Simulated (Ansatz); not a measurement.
# Cobalt, diamond: r²SCAN0 after r²SCAN

How do the levels and moments change when part of the exchange is made exact, and what does it cost? The cell comes from an earlier r²SCAN relaxation. Exact exchange is dear, so the k-mesh is coarse, and r²SCAN is run on the same mesh for comparison.

Program: Ansatz 0.2.0. Level of theory: DFT, plane waves (500 eV) with PBE-made PAW files, scalar-relativistic; functionals as named at each step. These are calculated values, not measurements.

**1. The system as given**

Symmetry: Fd-3m, No. 227, cubic system. The conventional cell has a = 5.035 Å, b = 5.035 Å, c = 5.035 Å, α = 90.00°, β = 90.00°, γ = 90.00°. Co (site symmetry -43m) is surrounded by 4 Co at 2.18 Å.

Structure file:

```cif
data_structure
_symmetry_space_group_name_H-M 'P 1'
_symmetry_Int_Tables_number 1
_cell_length_a 3.5600
_cell_length_b 3.5600
_cell_length_c 3.5600
_cell_angle_alpha 60.000
_cell_angle_beta 60.000
_cell_angle_gamma 60.000
_cell_volume 31.90
loop_
_atom_site_label
_atom_site_type_symbol
_atom_site_fract_x
_atom_site_fract_y
_atom_site_fract_z
_atom_site_occupancy
Co1 Co 0.12500 0.12500 0.12500 1
Co2 Co 0.87500 0.87500 0.87500 1
```

The atoms start with moments of -1.92 ×2 μB.

**2. r²SCAN on the coarse mesh**

The run with r²SCAN.

Input file input.yaml:

```yaml
crystal:
  lattice:
    - [0.0, 2.5172985867, 2.5172985867]
    - [2.5172985867, 0.0, 2.5172985867]
    - [2.5172985867, 2.5172985867, 0.0]
  atoms:
    - { symbol: Co, position: [0.125, 0.125, 0.125], spin: -1.917 }
    - { symbol: Co, position: [0.875, 0.875, 0.875], spin: -1.917 }
hamiltonian:
  xc: r2scan
  pseudopotentials:
    kind: paw
    azcp:
      Co: "pseudopotentials/Co.paw.azcp"
basis:
  ecutwfc: 500
  fft_grid_basis: typed
kpoints:
  mp_grid: { grid: [6, 6, 6], shift: [0, 0, 0] }
magnetization:
  spin_polarized: true
scf:
  occupations: { method: fermi_dirac, width: 0.1 }
```

Launch:

```console
$ ansatz run input.yaml --threads 4 --pin off --max-ram 8192MiB --backend cpu --events-out ev --progress --plain --runs-dir out
```

Standard output:

```text
Warning: RAYON_NUM_THREADS=4 ignored (pool sized by the plan → 4); use --threads N
Engine: ansatz 0.2.0, aarch64-unknown-linux-gnu
Pseudopotentials: kind: paw
Pseudopotential: Co, paw, valence charge 17, recommended cutoff 500 eV (meta_gga), <dir>
Functional definition: r2SCAN
  parameter k0 = 0.174
  parameter k1 = 0.065
  parameter a1 = 4.9479
  exchange = r2scan_x(k0 = k0, k1 = k1, a1 = a1)
  correlation = r2scan_c
Crystal: 2 atoms, lattice volume = 31.903 Å³
Basis set: ecut = 500 eV, 869 PW (Γ), exchange–correlation on 108×108×108 points (64 copies of the dense FFT grid, shifted against one another)
Bands: 23, of which v1, the nominal top of the filled ones, is band 17 counted from 1 (16 counted from 0)
Symmetry: 48 space group operations
Space group: Fd-3m (ITA 227), of the structure as read, at distance tolerance 3.2e-5 Å
Magnetic group: BNS 227.128 (UNI 1630), of the structure as read, at distance tolerance 3.2e-5 Å
k-points: 16 of 216
Non-local potential: Co, projectors of the file, l = 0: 3, l = 1: 2, l = 2: 3, l = 3: 1
PAW form: soft (Blöchl's): semilocal exchange-correlation on the pseudo side does not see the compensation charge
PAW frozen core: Co, regenerated for the run's functional (the file was generated under x = pbe(κ = 0.804, μ = 0.2195149727645171), c = pbe(β = 0.06672455060314922))
PAW one-centre angular grid: Co, 590 points (default); XC on 160 Gauss nodes
Initial density: superposition of atomic densities (chi_scale 0.1, normalization cell)
Starting moments: Σ|m| = 3.834 μB on 2 of 2 sites
Initial wavefunctions: pseudopotential atomic-orbital guess
Functional: x = r2scan, c = r2scan; τ floored in thin density (d = 2e-4 eV/Å³)
iter 1 solved again at ethr=7.06e-4 eV; its pass at ethr=3.10e-3 eV (dr2=2.40e-1 eV) is discarded
SCF iter   1: F=—  HF=-10258.137022 eV  |F-HF|=—  |Δ(HF+E_count)|=         —  Δρ=5.66e-2 (↑5.66e-2 ↓3.02e-2)  dr2=2.55e-1  dr2_τ=7.62e-3  dr2_m=4.86e-1  M=-3.819 μB ∫|m|=3.945 μB  β_m=1.00  ethr=7.06e-4  ⟨swp⟩=2.8  Hψ=4325  notcnv=0
Mixer restart at iter 1: flushing history
preconditioner: auto → Kerker (q_TF=auto, 2.757 Å⁻¹)  [metal: Δε(μ)=0.192 eV  Ē_g=7.338 eV  σ=0.100 eV  W_gap=0.44  n_scr=14 (ndim 8)  ℏωp=27.9 eV  f_vac=0.000  D(μ)=1.27/eV (n_scr^D=14)]
spin=Collinear: Kerker preconditioning applied to the charge; magnetization (m = ρ↑ − ρ↓) channel mixes plain (no charge-response kernel on spin).
SCF iter   2: F=—  HF=-10258.258772 eV  |F-HF|=—  |Δ(HF+E_count)|=         —  Δρ=6.01e-2 (↑6.01e-2 ↓2.13e-2)  dr2=4.15e-1  dr2_τ=9.05e-3  dr2_m=4.07e-1  M=-4.232 μB ∫|m|=4.549 μB  β_m=1.00  ethr=7.06e-4  ⟨swp⟩=3.8  Hψ=1773  notcnv=0
Mixer restart at iter 2: flushing history
SCF iter   3: F=—  HF=-10260.287307 eV  |F-HF|=—  |Δ(HF+E_count)|=    2.03e0  Δρ=8.71e-2 (↑8.71e-2 ↓4.59e-2)  dr2=3.37e0  dr2_τ=6.81e-3  dr2_m=1.57e-1  M=-3.664 μB ∫|m|=4.174 μB  β_m=1.00  ethr=1.47e-4  ⟨swp⟩=3.0  Hψ=1877  notcnv=0  defer=1
SCF iter   4: F=—  HF=-10260.173228 eV  |F-HF|=—  |Δ(HF+E_count)|=   1.14e-1  Δρ=2.53e-2 (↑2.53e-2 ↓2.28e-2)  dr2=6.74e-1  dr2_τ=2.58e-2  dr2_m=8.52e-4  M=-3.644 μB ∫|m|=4.184 μB  β_m=1.00  ethr=1.47e-4  ⟨swp⟩=3.0  Hψ=1888  notcnv=0  defer=1  κ⁻¹=1.0e0(r=1)
SCF iter   5: F=—  HF=-10260.359734 eV  |F-HF|=—  |Δ(HF+E_count)|=   1.87e-1  Δρ=1.06e-2 (↑1.06e-2 ↓8.90e-3)  dr2=1.80e-1  dr2_τ=9.02e-4  dr2_m=5.05e-4  M=-3.631 μB ∫|m|=4.168 μB  β_m=1.00  ethr=1.47e-4  ⟨swp⟩=2.8  Hψ=1762  notcnv=0  κ⁻¹=4.4e-2(r=2)
SCF iter   6: F=—  HF=-10260.383241 eV  |F-HF|=—  |Δ(HF+E_count)|=   2.35e-2  Δρ=7.13e-3 (↑7.13e-3 ↓6.60e-3)  dr2=8.63e-2  dr2_τ=1.03e-3  dr2_m=2.28e-4  M=-3.621 μB ∫|m|=4.143 μB  β_m=1.00  ethr=1.47e-4  ⟨swp⟩=2.0  Hψ=1202  notcnv=0  κ⁻¹=2.2e-3(r=3)
SCF iter   7: F=—  HF=-10260.308820 eV  |F-HF|=—  |Δ(HF+E_count)|=   7.44e-2  Δρ=7.88e-3 (↑7.88e-3 ↓6.24e-3)  dr2=3.20e-2  dr2_τ=1.65e-4  dr2_m=2.18e-4  M=-3.591 μB ∫|m|=4.071 μB  β_m=1.00  ethr=1.47e-4  ⟨swp⟩=2.8  Hψ=1414  notcnv=0  κ⁻¹=7.5e-5(r=4)
SCF iter   8: F=—  HF=-10260.378783 eV  |F-HF|=—  |Δ(HF+E_count)|=   7.00e-2  Δρ=4.03e-3 (↑4.03e-3 ↓2.22e-3)  dr2=7.86e-3  dr2_τ=5.06e-5  dr2_m=3.86e-4  M=-3.614 μB ∫|m|=4.108 μB  β_m=1.00  ethr=9.40e-5  ⟨swp⟩=2.1  Hψ=1595  notcnv=0  defer=1  κ⁻¹=1.8e-5(r=5)
SCF iter   9: F=—  HF=-10260.378486 eV  |F-HF|=—  |Δ(HF+E_count)|=   2.97e-4  Δρ=1.40e-3 (↑1.40e-3 ↓1.13e-3)  dr2=7.71e-4  dr2_τ=2.34e-5  dr2_m=5.81e-5  M=-3.626 μB ∫|m|=4.133 μB  β_m=1.00  ethr=2.31e-5  ⟨swp⟩=2.0  Hψ=1473  notcnv=0  defer=1  κ⁻¹=1.7e-5(r=6)
SCF iter  10: F=—  HF=-10260.370302 eV  |F-HF|=—  |Δ(HF+E_count)|=   8.18e-3  Δρ=2.94e-3 (↑2.94e-3 ↓1.98e-3)  dr2=3.77e-3  dr2_τ=1.89e-5  dr2_m=8.26e-5  M=-3.630 μB ∫|m|=4.146 μB  β_m=1.00  ethr=2.27e-6  ⟨swp⟩=2.1  Hψ=1318  notcnv=0  defer=1  κ⁻¹=1.6e-5(r=7)
SCF iter  11: F=—  HF=-10260.382320 eV  |F-HF|=—  |Δ(HF+E_count)|=   1.20e-2  Δρ=9.88e-4 (↑9.88e-4 ↓9.87e-4)  dr2=6.73e-4  dr2_τ=1.48e-6  dr2_m=9.91e-7  M=-3.619 μB ∫|m|=4.129 μB  β_m=1.00  ethr=2.27e-6  ⟨swp⟩=2.1  Hψ=1470  notcnv=0  defer=1  κ⁻¹=1.8e-6(r=8)
SCF iter  12: F=—  HF=-10260.382344 eV  |F-HF|=—  |Δ(HF+E_count)|=   2.43e-5  Δρ=7.34e-4 (↑7.34e-4 ↓5.21e-4)  dr2=2.68e-4  dr2_τ=7.11e-7  dr2_m=3.94e-6  M=-3.619 μB ∫|m|=4.128 μB  β_m=1.00  ethr=1.98e-6  ⟨swp⟩=1.0  Hψ=752  notcnv=0  defer=1  κ⁻¹=3.7e-6(r=8)
SCF iter  13: F=—  HF=-10260.382218 eV  |F-HF|=—  |Δ(HF+E_count)|=   1.27e-4  Δρ=2.97e-4 (↑2.97e-4 ↓2.58e-4)  dr2=6.46e-5  dr2_τ=1.96e-7  dr2_m=2.38e-7  M=-3.619 μB ∫|m|=4.127 μB  β_m=1.00  ethr=7.89e-7  ⟨swp⟩=1.8  Hψ=989  notcnv=0  defer=1  κ⁻¹=2.0e-6(r=8)
SCF iter  14: F=—  HF=-10260.382219 eV  |F-HF|=—  |Δ(HF+E_count)|=   1.44e-6  Δρ=7.50e-5 (↑7.50e-5 ↓5.10e-5)  dr2=1.71e-6  dr2_τ=6.45e-8  dr2_m=7.50e-8  M=-3.620 μB ∫|m|=4.127 μB  β_m=1.00  ethr=1.90e-7  ⟨swp⟩=2.0  Hψ=990  notcnv=0  defer=1  κ⁻¹=1.0e-6(r=8)
SCF iter  15: F=—  HF=-10260.382221 eV  |F-HF|=—  |Δ(HF+E_count)|=   1.93e-6  Δρ=5.21e-5 (↑4.28e-5 ↓5.21e-5)  dr2=1.36e-6  dr2_τ=2.67e-8  dr2_m=8.97e-9  M=-3.620 μB ∫|m|=4.127 μB  β_m=1.00  ethr=5.02e-9  ⟨swp⟩=2.0  Hψ=1159  notcnv=0  defer=1  κ⁻¹=1.6e-6(r=8)
SCF iter  16: F=—  HF=-10260.382224 eV  |F-HF|=—  |Δ(HF+E_count)|=   2.87e-6  Δρ=2.18e-5 (↑1.63e-5 ↓2.18e-5)  dr2=2.97e-7  dr2_τ=1.44e-9  dr2_m=3.68e-9  M=-3.619 μB ∫|m|=4.127 μB  β_m=1.00  ethr=4.01e-9  ⟨swp⟩=2.0  Hψ=974  notcnv=0  defer=1  κ⁻¹=5.1e-7(r=8)
SCF iter  17: F=—  HF=-10260.382224 eV  |F-HF|=—  |Δ(HF+E_count)|=   8.32e-8  Δρ=6.69e-6 (↑4.20e-6 ↓6.69e-6)  dr2=1.72e-8  dr2_τ=3.49e-10  dr2_m=7.58e-10  M=-3.619 μB ∫|m|=4.127 μB  β_m=1.00  ethr=8.74e-10  ⟨swp⟩=2.1  Hψ=1024  notcnv=0  defer=1  κ⁻¹=5.4e-7(r=8)
SCF iter  18: F=-10260.382224 eV  HF=-10260.382224 eV  |F-HF|=2.34e-8  |Δ(HF+E_count)|=   8.07e-9  Δρ=3.96e-6 (↑3.96e-6 ↓3.48e-6)  dr2=8.41e-9  dr2_τ=2.52e-10  dr2_m=3.80e-11  M=-3.619 μB ∫|m|=4.127 μB  ethr=5.04e-11  ⟨swp⟩=1.1  Hψ=1925  notcnv=0
SCF 1 converged in 18 iterations: F = -10260.382224 eV  dr2 = 8.41e-9
this state was not tested for a lower state beside it, because the mixer in use, unlike msr1, does not test its closes by its own steps (another_mixer; see scf.mixing.algorithm and scf.lower_state_search)
SCF converged after 18 iterations
Magnetization: -3.6193 μB (15.1903 up, 18.8097 down)
Absolute magnetization: 4.1316 μB (∫|ρ↑−ρ↓|, with the PAW one-centre terms)
Spin contamination: 0.1507 ħ² per cell (⟨S²⟩ above its minimum at these occupations)
Per-site moments (μB) at R_I (Å): [(-1.9032774464970963, 0.8992683665595563), (-1.9032774464970958, 0.8992683665595563)]
Free energy (F): -10260.382224 eV
Harris-Foulkes:  -10260.382224 eV  (|F-HF|=2.34e-8)
Internal energy: -10260.338736 eV  (E = F + TS)
E sigma→0 (E₀):  -10260.360480 eV
Entropy (-TS):   -0.043488 eV (-21.744 meV/atom)
Fermi energy:    11.364637 eV
--- Per-component energies (eV) ---
  E_band       = -780.243974
  E_kinetic    = 910.084348
  E_local      = -7386.200368  (includes V_loc(G=0)·N_el)
  E_nonlocal   = 921.569261
  E_hartree    = 3115.848374
  E_xc         = -311.860261
  E_vxc        = -455.210582  (∫ρ·V_xc dr)
  E_paw        = -3056.569993  (= ΣΔE_a)
  E_vpaw       = -1031.645647  (= ΣTr[D̂ρ^β])
  E_aug_tail   = 0.000069  (compensation charges beyond the density's cutoff)
  E_vtau       = 29.471796  (kinetic-family band-sum trace: ∫τ·v_τ [+ j·A + Jᵃ·Aᵃ] dr)
  E_ewald      = -4452.619754
  E_core_change = -0.590412  (= ΣΔE_core)
  E_smearing   = -0.043488  (= −TS)
  E_closure    = -0.000000  (closes the sum)
  Σ components = -10260.382224   (vs F -10260.382224, Δ=0.00e0)
```

Run time: 2.9 s. Hardware: 4 threads of Arm Neoverse V1, shared host; peak memory 0.37 GiB.

(Part 1 of 2 ends here.)
